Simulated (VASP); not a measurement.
HgTe, 2 atoms in the cell. Symmetry: Fm-3m, No. 225, cubic system. The conventional cell has a = 6.154 Å, b = 6.154 Å, c = 6.154 Å, α = 90.00°, β = 90.00°, γ = 90.00°. Hg (site symmetry m-3m) has 6 Te at 3.08 Å as nearest neighbours. Te (site symmetry m-3m) has 6 Hg at 3.08 Å as nearest neighbours. Measurements of this composition are mostly on another form, of space group No. 216.

```yaml
Program: VASP 6.6.1
Task: single point
Functional: LDA
Potentials_or_basis: VASP PAW LDA potentials, release 64 (Hg, Te)
Cutoff: 520 eV
k_mesh: 4 × 4 × 4
Occupations: methfessel-paxton, width 0.272114 eV
Spin: no spin polarisation
Hubbard_terms: Hg d U = 7.8 eV
Dipole_correction: no
Further_INCAR_settings: ALGO = Fast; EDIFF = 1e-07; NBANDS = 16
```

Potentials or basis: VASP PAW LDA potentials, release 64 (Hg, Te).

The run is started by

```bash
$ cat potpaw_LDA.64/Hg/POTCAR potpaw_LDA.64/Te/POTCAR > POTCAR
$ mpirun -np 1 vasp_std > vasp.out
```

Hardware: 1 thread of Intel(R) Xeon(R) 6975P-C (Granite Rapids) (shared host).

Problem. How long does it take, and how much memory?

Solution. Run time: 3.9 s on 1 thread of Intel(R) Xeon(R) 6975P-C (Granite Rapids), on a shared host, peak memory 0.15 GiB. Counts: scf iterations 14, k points 8.
